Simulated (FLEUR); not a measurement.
# free-standing square Cr monolayer, spacing 2.56 A: parallel and opposed starts, part 2 of 2

A self-consistent run ends on one state, which hangs on the start. Several orders of free-standing square Cr monolayer, spacing 2.56 A are started in FLEUR and their energies compared.

FLEUR MaX-R8.1; PBE; all-electron FLAPW film, Dirac cores, scalar-relativistic bands.

So far, largest spin moment in the muffin-tin sphere (μB): step 2 (run 1 (ferro +)) 3.24; step 3 (start 2: antiferro q=(0,1/2,0) +-) 3.52.

## Step 4: Start 3: antiferro q=(1/2,1/2,0) +-

An opposed order shows whether neighbours prefer unlike signs.

The cell is doubled to 2 atoms to hold this order. The mesh is halved along the doubled vector, so that both cells sample the same points. The k list default-1 (kpts.xml, not shown) is a Γ-centred 5×10×1 mesh.

Contents of inp.xml:

```
<?xml version="1.0" encoding="UTF-8" standalone="no"?>
<fleurInput fleurInputVersion="0.39">
   <comment>
      Cr
   </comment>
   <calculationSetup>
      <cutoffs Kmax="3.6" Gmax="10.8" GmaxXC="10.8" numbands="0"/>
      <scfLoop itmax="120" minDistance="0.00002" maxIterBroyd="15" imix="Anderson" alpha="0.03" precondParam="0.0" spinf="2.0" sdNocoIR="T"/>
      <coreElectrons ctail="T" frcor="F" kcrel="0" coretail_lmax="0"/>
      <xcFunctional name="pbe" relativisticCorrections="F"/>
      <magnetism jspins="2"/>
      <soc l_soc="F" theta="0.0" phi="0.0" spav="F"/>
      <expertModes spex="0" secvar="F"/>
      <geometryOptimization l_f="F" forcealpha="1.0" forcemix="BFGS" epsdisp="0.00001" epsforce="0.00001"/>
      <ldaU l_linMix="F" mixParam="0.05" spinf="1.0"/>
   </calculationSetup>
   <cell>
      <bzIntegration valenceElectrons="28.0" mode="hist" fermiSmearingEnergy="0.00183747">
         <kPointListSelection listName="default-1"/>
         <xi:include xmlns:xi="http://www.w3.org/2001/XInclude" href="kpts.xml"> </xi:include>
      </bzIntegration>
      <xi:include xmlns:xi="http://www.w3.org/2001/XInclude" href="sym.xml"> </xi:include>
      <filmLattice scale="1.0" dVac="5.4" dTilda="7.9">
         <bravaisMatrixFilm>
            <row-1>    9.6753977579520001     0.0000000000000000</row-1>
            <row-2>    4.8376988789760000     4.8376988789760000</row-2>
         </bravaisMatrixFilm>
         <vacuumEnergyParameters vacuum="1" spinUp="-.25" spinDown="-.25"/>
      </filmLattice>
   </cell>
   <atomSpecies>
      <species name="Chromium (2.500" element="Cr" atomicNumber="24">
         <mtSphere radius="2.3" gridPoints="761" logIncrement="0.016"/>
         <atomicCutoffs lmax="8" lnonsphr="6"/>
         <electronConfig flipSpins="F">
            <coreConfig>(1s1/2) (2s1/2) (2p1/2) (2p3/2)</coreConfig>
            <valenceConfig>(3s1/2) (3p1/2) (3p3/2) (4s1/2) (3d3/2) (3d5/2)</valenceConfig>
            <stateOccupation state="(4s1/2)" spinUp="0.5" spinDown="0.5"/>
            <stateOccupation state="(3d3/2)" spinUp="1.0" spinDown="1.0"/>
            <stateOccupation state="(3d5/2)" spinUp="2.75" spinDown="0.25"/>
         </electronConfig>
         <energyParameters s="4" p="4" d="3" f="4"/>
         <lo type="SCLO" l="0" n="3" eDeriv="0"/>
         <lo type="SCLO" l="1" n="3" eDeriv="0"/>
      </species>
      <species name="Chromium (-2.500" element="Cr" atomicNumber="24">
         <mtSphere radius="2.3" gridPoints="761" logIncrement="0.016"/>
         <atomicCutoffs lmax="8" lnonsphr="6"/>
         <electronConfig flipSpins="F">
            <coreConfig>(1s1/2) (2s1/2) (2p1/2) (2p3/2)</coreConfig>
            <valenceConfig>(3s1/2) (3p1/2) (3p3/2) (4s1/2) (3d3/2) (3d5/2)</valenceConfig>
            <stateOccupation state="(4s1/2)" spinUp="0.5" spinDown="0.5"/>
            <stateOccupation state="(3d3/2)" spinUp="1.0" spinDown="1.0"/>
            <stateOccupation state="(3d5/2)" spinUp="0.25" spinDown="2.75"/>
         </electronConfig>
         <energyParameters s="4" p="4" d="3" f="4"/>
         <lo type="SCLO" l="0" n="3" eDeriv="0"/>
         <lo type="SCLO" l="1" n="3" eDeriv="0"/>
      </species>
   </atomSpecies>
   <atomGroups>
      <atomGroup species="Chromium (2.500">
         <filmPos label="                   1">.0000000000 .0000000000 .0000000000</filmPos>
         <force calculate="T" relaxXYZ="TTT"/>
      </atomGroup>
      <atomGroup species="Chromium (-2.500">
         <filmPos label="                   2">1.000/2.000 .0000000000 .0000000000</filmPos>
         <force calculate="T" relaxXYZ="TTT"/>
      </atomGroup>
   </atomGroups>
   <output dos="F" band="F" slice="F">
      <bandDOS minEnergy="-.5*Htr" maxEnergy="0.5*Htr" sigma="0.015" storeEVData="T"/>
      <plotting iplot="0" polar="F">
         <plot TwoD="T" vec1="  1.0  0.0  0.0" vec2="  0.0  1.0  0.0" vec3="  0.0  0.0  1.0" zero="  0.0  0.0 -0.5" file="plot"/>
      </plotting>
      <moessbauerParams electricFieldGradient="F" isomerShift="F" coreHyperfine="F" valenceHyperfine="F"/>
   </output>
</fleurInput>
```

Contents of crystal.txt:

```
Cr
&input film=T cartesian=F /
5.12000000000  0.00000000000  0.00000000000
2.56000000000  2.56000000000  0.00000000000
0.00000000000  0.00000000000  1.00000000000
1.8897261246
1.0 1.0 1.0

2
24 0.00000000000  0.00000000000  0.00000000000 : 2.500
24 0.50000000000  0.00000000000  0.00000000000 : -2.500

&kpt div1=5 div2=10 div3=1 gamma=T /
```

Started as:

```console
OMP_NUM_THREADS=1 inpgen -f crystal.txt > inpgen.log  # inp.xml is then edited as shown
OMP_NUM_THREADS=1 mpirun -n 4 fleur_MPI > fleur.log
```

The log of the run:

```text
[banner, memory and clock lines left out]
Welcome to FLEUR        (www.flapw.de)
      MaX-Release 8.1          (www.max-centre.eu)

 ========== k-point set info ==========
 Selected k-point list: default-1
 k-point list type: mesh
 0 x 0 x 0
 Number of k points: 20

 [... set-up left out ...]
 Iteration:     1   Distance:      23.76922707 me/bohr^3
 Iteration:     2   Distance:      20.15771589 me/bohr^3
 Iteration:     3   Distance:      12.21484862 me/bohr^3
 Iteration:     4   Distance:      18.50763884 me/bohr^3
 Iteration:     5   Distance:      13.77628745 me/bohr^3
[...]
<sumOfEigenvalues value="    -1244.1677203630">
               <coreElectrons value="-1210.3321844429"/>
               <valenceElectrons value="-33.8355359201"/>
            </sumOfEigenvalues>
         [... left out ...]
            <freeEnergy value="-2101.6288481435"/>
            <extrapolationTo0K value="-2101.6287734830"/>
         </totalEnergy>
         <densityConvergence units="me/bohr^3">
            <chargeDensity spin="1" distance="0.0000006707"/>
            <chargeDensity spin="2" distance="0.0000006757"/>
            <overallChargeDensity distance="0.0000009487"/>
            <spinDensity distance="0.0000009555"/>
         </densityConvergence>
      </iteration>
```

It took 27 s on 4 MPI ranks of Intel Xeon Platinum 8559C (Emerald Rapids), shared host; peak memory 0.36 GiB; 1.8 min of CPU time.

Spin moment in the muffin-tin sphere by atom:

```csv
atom,spin moment in the muffin-tin sphere (μB)
Cr1,3.42
Cr2,-3.42
```

This step gave:

- free energy: -57188.2343 eV
- program's band gap on this mesh (in a metal only a level spacing): 0.2934 eV
- magnetization: 0 μB
- final state: antiferromagnetic

It lies 774 meV a seeded atom under the first start, and its largest moment is 3.42 μB against 3.24 μB.

## Step 5: Run 4 (no spin polarisation)

A spinless run gives the zero against which the gain from the moments is read.

The k list default-1 (kpts.xml, not shown) is a Γ-centred 10×10×1 mesh.

Contents of inp.xml:

```
<?xml version="1.0" encoding="UTF-8" standalone="no"?>
<fleurInput fleurInputVersion="0.39">
   <comment>
      Cr
   </comment>
   <calculationSetup>
      <cutoffs Kmax="3.6" Gmax="10.8" GmaxXC="10.8" numbands="0"/>
      <scfLoop itmax="120" minDistance="0.00002" maxIterBroyd="15" imix="Anderson" alpha="0.03" precondParam="0.0" spinf="2.0" sdNocoIR="T"/>
      <coreElectrons ctail="T" frcor="F" kcrel="0" coretail_lmax="0"/>
      <xcFunctional name="pbe" relativisticCorrections="F"/>
      <magnetism jspins="1"/>
      <soc l_soc="F" theta="0.0" phi="0.0" spav="F"/>
      <expertModes spex="0" secvar="F"/>
      <geometryOptimization l_f="F" forcealpha="1.0" forcemix="BFGS" epsdisp="0.00001" epsforce="0.00001"/>
      <ldaU l_linMix="F" mixParam="0.05" spinf="1.0"/>
   </calculationSetup>
   <cell>
      <bzIntegration valenceElectrons="14.0" mode="hist" fermiSmearingEnergy="0.00183747">
         <kPointListSelection listName="default-1"/>
         <xi:include xmlns:xi="http://www.w3.org/2001/XInclude" href="kpts.xml"> </xi:include>
      </bzIntegration>
      <xi:include xmlns:xi="http://www.w3.org/2001/XInclude" href="sym.xml"> </xi:include>
      <filmLattice scale="1.0" dVac="5.4" dTilda="7.9">
         <bravaisMatrixFilm>
            <row-1>    4.8376988789760000     0.0000000000000000</row-1>
            <row-2>    0.0000000000000000     4.8376988789760000</row-2>
         </bravaisMatrixFilm>
         <vacuumEnergyParameters vacuum="1" spinUp="-.25" spinDown="-.25"/>
      </filmLattice>
   </cell>
   <atomSpecies>
      <species name="Chromium (Cr)" element="Cr" atomicNumber="24">
         <mtSphere radius="2.3" gridPoints="761" logIncrement="0.016"/>
         <atomicCutoffs lmax="8" lnonsphr="6"/>
         <electronConfig flipSpins="F">
            <coreConfig>(1s1/2) (2s1/2) (2p1/2) (2p3/2)</coreConfig>
            <valenceConfig>(3s1/2) (3p1/2) (3p3/2) (4s1/2) (3d3/2) (3d5/2)</valenceConfig>
            <stateOccupation state="(4s1/2)" spinUp="0.500000" spinDown="0.500000"/>
            <stateOccupation state="(3d3/2)" spinUp="1.000000" spinDown="1.000000"/>
            <stateOccupation state="(3d5/2)" spinUp="1.500000" spinDown="1.500000"/>
         </electronConfig>
         <energyParameters s="4" p="4" d="3" f="4"/>
         <lo type="SCLO" l="0" n="3" eDeriv="0"/>
         <lo type="SCLO" l="1" n="3" eDeriv="0"/>
      </species>
   </atomSpecies>
   <atomGroups>
      <atomGroup species="Chromium (Cr)">
         <filmPos label="                   1">.0000000000 .0000000000 .0000000000</filmPos>
         <force calculate="T" relaxXYZ="TTT"/>
      </atomGroup>
   </atomGroups>
   <output dos="F" band="F" slice="F">
      <bandDOS minEnergy="-.5*Htr" maxEnergy="0.5*Htr" sigma="0.015" storeEVData="T"/>
      <plotting iplot="0" polar="F">
         <plot TwoD="T" vec1="  1.0  0.0  0.0" vec2="  0.0  1.0  0.0" vec3="  0.0  0.0  1.0" zero="  0.0  0.0 -0.5" file="plot"/>
      </plotting>
      <moessbauerParams electricFieldGradient="F" isomerShift="F" coreHyperfine="F" valenceHyperfine="F"/>
   </output>
</fleurInput>
```

Contents of crystal.txt:

```
Cr
&input film=T cartesian=F /
2.56000000000  0.00000000000  0.00000000000
0.00000000000  2.56000000000  0.00000000000
0.00000000000  0.00000000000  1.00000000000
1.8897261246
1.0 1.0 1.0

1
24 0.00000000000  0.00000000000  0.00000000000

&kpt div1=10 div2=10 div3=1 gamma=T /
```

The log of the run:

```text
[banner, memory and clock lines left out]
Welcome to FLEUR        (www.flapw.de)
      MaX-Release 8.1          (www.max-centre.eu)

 ========== k-point set info ==========
 Selected k-point list: default-1
 k-point list type: mesh
 0 x 0 x 0
 Number of k points: 24

 [... set-up left out ...]
 Iteration:     1   Distance:      30.55921304 me/bohr^3
 Iteration:     2   Distance:      27.15675992 me/bohr^3
 Iteration:     3   Distance:      10.88681845 me/bohr^3
 Iteration:     4   Distance:      16.72048277 me/bohr^3
 Iteration:     5   Distance:       7.64567285 me/bohr^3
[...]
<FermiEnergy value="-0.1747108573" units="Htr"/>
         [... left out ...]
         <totalEnergy value="    -1050.7715604143" units="Htr">
            <sumOfEigenvalues value="     -623.1749851136">
               <coreElectrons value="-605.8074519280"/>
               <valenceElectrons value="-17.3675331856"/>
            </sumOfEigenvalues>
         [... left out ...]
            <freeEnergy value="-1050.7726660324"/>
            <extrapolationTo0K value="-1050.7721132233"/>
         </totalEnergy>
         <densityConvergence units="me/bohr^3">
            <chargeDensity spin="1" distance="0.0000199274"/>
         </densityConvergence>
      </iteration>
```

Wall time 8.1 s (4 MPI ranks); peak memory 0.21 GiB; 32 s of CPU time.

This step gave:

```yaml
free_energy: -28592.9809 eV
program_s_band_gap_on_this_mesh_in_a_metal_only_a_level_spacing: 0.005210 eV
final_state: non-magnetic (no spin polarisation)
```

It lies 362 meV a seeded atom over the first start.

## Step 6: An attempt with other settings

A slip in the input shows what the program catches and what it lets pass.

Contents of inp.xml:

```
<?xml version="1.0" encoding="UTF-8" standalone="no"?>
<fleurInput fleurInputVersion="0.39">
   <comment>
      Cr
   </comment>
   <calculationSetup>
      <cutoffs Kmax="3.6" Gmax="10.8" GmaxXC="10.8" numbands="0"/>
      <scfLoop itmax="50" minDistance="0.00002" maxIterBroyd="15" imix="Anderson" alpha="0.03" precondParam="0.0" spinf="2.0" sdNocoIR="T"/>
      <coreElectrons ctail="T" frcor="F" kcrel="0" coretail_lmax="0"/>
      <xcFunctional name="pbe" relativisticCorrections="F"/>
      <magnetism jspins="2"/>
      <soc l_soc="F" theta="0.0" phi="0.0" spav="F"/>
      <expertModes spex="0" secvar="F"/>
      <geometryOptimization l_f="F" forcealpha="1.0" forcemix="BFGS" epsdisp="0.00001" epsforce="0.00001"/>
      <ldaU l_linMix="F" mixParam="0.05" spinf="1.0"/>
   </calculationSetup>
   <cell>
      <bzIntegration valenceElectrons="14.0" mode="hist" fermiSmearingEnergy="0.00183747">
         <kPointListSelection listName="default-1"/>
         <xi:include xmlns:xi="http://www.w3.org/2001/XInclude" href="kpts.xml"> </xi:include>
      </bzIntegration>
      <xi:include xmlns:xi="http://www.w3.org/2001/XInclude" href="sym.xml"> </xi:include>
      <filmLattice scale="1.0" dVac="5.4" dTilda="7.9">
         <bravaisMatrixFilm>
            <row-1>    4.8376988789760000     0.0000000000000000</row-1>
            <row-2>    0.0000000000000000     4.8376988789760000</row-2>
         </bravaisMatrixFilm>
         <vacuumEnergyParameters vacuum="1" spinUp="-.25" spinDown="-.25"/>
      </filmLattice>
   </cell>
   <atomSpecies>
      <species name="Chromium (2.500" element="Cr" atomicNumber="24">
         <mtSphere radius="2.3" gridPoints="761" logIncrement="0.016"/>
         <atomicCutoffs lmax="8" lnonsphr="6"/>
         <electronConfig flipSpins="F">
            <coreConfig>(1s1/2) (2s1/2) (2p1/2) (2p3/2)</coreConfig>
            <valenceConfig>(3s1/2) (3p1/2) (3p3/2) (4s1/2) (3d3/2) (3d5/2)</valenceConfig>
            <stateOccupation state="(4s1/2)" spinUp="0.5" spinDown="0.5"/>
            <stateOccupation state="(3d3/2)" spinUp="1.0" spinDown="1.0"/>
            <stateOccupation state="(3d5/2)" spinUp="2.75" spinDown="0.25"/>
         </electronConfig>
         <energyParameters s="4" p="4" d="3" f="4"/>
         <lo type="SCLO" l="0" n="3" eDeriv="0"/>
         <lo type="SCLO" l="1" n="3" eDeriv="0"/>
      </species>
   </atomSpecies>
   <atomGroups>
      <atomGroup species="Chromium (2.500">
         <filmPos label="                   1">.0000000000 .0000000000 .0000000000</filmPos>
         <force calculate="T" relaxXYZ="TTT"/>
      </atomGroup>
   </atomGroups>
   <output dos="F" band="F" slice="F">
      <bandDOS minEnergy="-.5*Htr" maxEnergy="0.5*Htr" sigma="0.015" storeEVData="T"/>
      <plotting iplot="0" polar="F">
         <plot TwoD="T" vec1="  1.0  0.0  0.0" vec2="  0.0  1.0  0.0" vec3="  0.0  0.0  1.0" zero="  0.0  0.0 -0.5" file="plot"/>
      </plotting>
      <moessbauerParams electricFieldGradient="F" isomerShift="F" coreHyperfine="F" valenceHyperfine="F"/>
   </output>
</fleurInput>
```

Contents of crystal.txt:

```
Cr
&input film=T cartesian=F /
2.56000000000  0.00000000000  0.00000000000
0.00000000000  2.56000000000  0.00000000000
0.00000000000  0.00000000000  1.00000000000
1.8897261246
1.0 1.0 1.0

1
24 0.00000000000  0.00000000000  0.00000000000 : 2.500

&kpt div1=1 div2=1 div3=1 gamma=T /
```

Started as:

```console
OMP_NUM_THREADS=1 inpgen -f crystal.txt > inpgen.log  # inp.xml is then edited as shown
OMP_NUM_THREADS=4 fleur_MPI > fleur.log
```

The log of the run:

```text
[banner, memory and clock lines left out]
Welcome to FLEUR        (www.flapw.de)
      MaX-Release 8.1          (www.max-centre.eu)

 ========== k-point set info ==========
 Selected k-point list: default-1
 k-point list type: mesh
 1 x 1 x 1
 Number of k points: 1

 [... set-up left out ...]
 Iteration:     1   Distance:      56.22399850 me/bohr^3
 Iteration:     2   Distance:      53.43469021 me/bohr^3
 Iteration:     3   Distance:      43.81218579 me/bohr^3
 Iteration:     4   Distance:      28.83829693 me/bohr^3
 Iteration:     5   Distance:      27.06896625 me/bohr^3
 Iteration:     6   Distance:      11.06812872 me/bohr^3
 Iteration:     7   Distance:       2.65014686 me/bohr^3
 Iteration:     8   Distance:       2.63086648 me/bohr^3
 Iteration:     9   Distance:       3.57773484 me/bohr^3
 Iteration:    10   Distance:      13.44200464 me/bohr^3
 Iteration:    11   Distance:      10.22694816 me/bohr^3
 Iteration:    12   Distance:       4.77613160 me/bohr^3
 Iteration:    13   Distance:       0.98434216 me/bohr^3
 Iteration:    14   Distance:       0.63593352 me/bohr^3
[... lines left out ...]
 Iteration:    19   Distance:       0.01694011 me/bohr^3
 Iteration:    20   Distance:       0.01077422 me/bohr^3
 Iteration:    21   Distance:       0.00272670 me/bohr^3
 Iteration:    22   Distance:       0.00069891 me/bohr^3
 Iteration:    23   Distance:       0.00004431 me/bohr^3
 Iteration:    24   Distance:       0.00006608 me/bohr^3
 Iteration:    25   Distance:       0.00000460 me/bohr^3

 ********************************************************************
 Run finished successfully
 Stop message:
   all done
 ********************************************************************

--- out.xml (last complete iteration) ---
<iteration numberForCurrentRun="   25" overallNumber="   25">
         [... left out ...]
         <bandgap value="0.0000000000" units="eV"/>
         <sumValenceSingleParticleEnergies value="-17.8457848296" units="Htr"/>
         <FermiEnergy value="-0.1902287239" units="Htr"/>
         [... left out ...]
         <magneticMomentsInMTSpheres units="muBohr">
            <globalMagMoment atomType="1" vec="0.00000   0.00000   1.72838"/>
         </magneticMomentsInMTSpheres>
         [... left out ...]
         <totalEnergy value="    -1050.9698589716" units="Htr">
            <sumOfEigenvalues value="     -623.9379302410">
               <coreElectrons value="-606.0921454113"/>
               <valenceElectrons value="-17.8457848296"/>
            </sumOfEigenvalues>
         [... left out ...]
            <freeEnergy value="-1050.9724544898"/>
            <extrapolationTo0K value="-1050.9711567307"/>
         </totalEnergy>
         <densityConvergence units="me/bohr^3">
            <chargeDensity spin="1" distance="0.0000036149"/>
            <chargeDensity spin="2" distance="0.0000018707"/>
            <overallChargeDensity distance="0.0000046003"/>
            <spinDensity distance="0.0000034598"/>
         </densityConvergence>
      </iteration>
```

Wall time 7.3 s (1 MPI rank); peak memory 0.08 GiB.

The run converged, but its input is faulty, so its numbers are not to be trusted.

The fault in the input: one k-point for a small cell.

The two runs compared:

```csv
quantity,this run,first run,difference
largest moment (μB),1.7284,3.2439,-1.52
magnetization (μB),1.9919,3.8367,-1.84
free energy (eV),-28598.42,-28593.34,-5.07
```

One result that differs is the magnetization, 1.99 μB against 3.84 μB.

A single point can't sample the zone of a small cell; the mesh must follow the cell's size.

## Step 7: Ranking

Free energies are divided by the number of seeded atoms, so that cells of unlike size compare. Wavevectors q in the names are fractions of the primitive cell's reciprocal vectors.

Orders:

```csv
start,final state,typed order kept,energy over the lowest (meV a seeded atom),largest sphere moment (μB),net moment (μB a primitive cell),mesh matched,CPU time (s)
ferro +,ferromagnetic,yes,774.3,3.244,3.837,yes,89.41
"antiferro q=(0,1/2,0) +-",antiferromagnetic,yes,285.7,3.515,0,yes,142.5
"antiferro q=(1/2,1/2,0) +-",antiferromagnetic,yes,0,3.419,0,yes,108
no spin polarisation,non-magnetic,-,1136,0,0,yes,31.62
```

## Step 8: Summary of results

- lowest state found: antiferromagnetic (typed antiferro q=(1/2,1/2,0) +-)
- largest site spin moment: 3.42 μB
- next finished state: antiferromagnetic, 286 meV a seeded atom higher
- energy gained by spin polarisation: 1136 meV a seeded atom

In words: The lowest state found is antiferromagnetic, reached from the start antiferro q=(1/2,1/2,0) +-, with moments up to 3.42 μB. The next finished state costs 286 meV a seeded atom. Only 4 starts were tried; other patterns of signs, canted and longer-period orders were not.

[Logs and program files are shortened in this print: banners, set-up blocks, solver, clock and traceback lines can be left out without a mark of their own.]

[Logs are printed without paths, hosts, clocks, repeated set-up lines and the standing remarks that a program may print on its own settings, such as how far it seeks lower states.]

[Hosts, paths, dates, database ids (printed as entryN), source tags and the programs' standing remarks are cut or masked in the printed files.]

[Where a cell is said to come from a database of computed structures, the database is the Materials Project.]
